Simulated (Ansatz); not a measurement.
# GaN on a mismatched substrate

The calculation used Ansatz, DFT r2SCAN, scalar-relativistic, plane waves, PAW. (500 eV cutoff, 12×12×6 k-mesh, Gaussian smearing of 0.02 eV, no spin polarisation)

Reference structure (relaxed):

```
CELL_PARAMETERS angstrom
3.18310 0.00000 0.00000
-1.59155 2.75664 0.00000
0.00000 0.00000 5.18358
ATOMIC_POSITIONS crystal
Ga 0.66667 0.33333 0.49911
Ga 0.33333 0.66667 0.99911
N 0.66667 0.33333 0.87589
N 0.33333 0.66667 0.37589
```

The a-b plane is strained alike in both directions, as on a substrate, while c and the atoms relax within the symmetry that the strain leaves. Stress is positive in compression; energies are free energies at the smearing used, per atom.

```tsv
strain (%)	c (Å)	σ in plane (GPa)	ΔE (meV/atom)
-6.0	5.3358	33.24	129.81
-4.0	5.2840	20.77	55.56
-2.0	5.2333	9.70	13.35
+0.0	5.1836	0.00	0.00
+2.0	5.1349	-8.33	12.23
+4.0	5.0866	-15.33	46.68
+6.0	5.0381	-21.05	99.95
```

Task: Get the biaxial modulus twice, from the stresses and from the energies of the innermost pair.

Result: From stress: M = −Δσ/Δε = (9.70 − (-8.33)) / 0.040 = 451 GPa. Two in-plane directions each store σε/2, so the energy density is Mε²: M = (mean ΔE)/(V ε²) = 12.79 meV / (11.371 Å³ × 0.020²) × 0.16022 GPa Å³/meV = 451 GPa. The two agree.

Task: How well does Mε², with M from the stresses, predict the outermost points?

Result: 115.2 meV predicted against 129.8 computed at -6.0 %; 115.2 meV predicted against 100.0 computed at +6.0 %. Compression costs more than stretching, the usual sign of bonds that stiffen as they shorten.

Task: How does c respond, and up to what thickness can a film with 1 % or 2 % misfit stay coherent on a thick substrate?

Result: c answers with ε_c = −0.47 ε. In an isotropic solid that ratio is 2ν/(1 − ν), so ν = r/(2 + r) = 0.19. A film of thickness h stores Mε²h per area, 45.1 mJ/m² per nm at 1 %. The Matthews–Blakeslee balance for pure edge misfit dislocations, h = b/(8πf(1 + ν)) × (ln(h/b) + 1), with b taken as the in-plane vector a = 3.18 Å, solved by iteration, gives 3.7 nm at f = 1 % and 1.3 nm at 2 %. This is an isotropic estimate in which the moduli cancel; the real Burgers vector, glide system, anisotropy and slow kinetics can shift it by a factor of a few, mostly upward.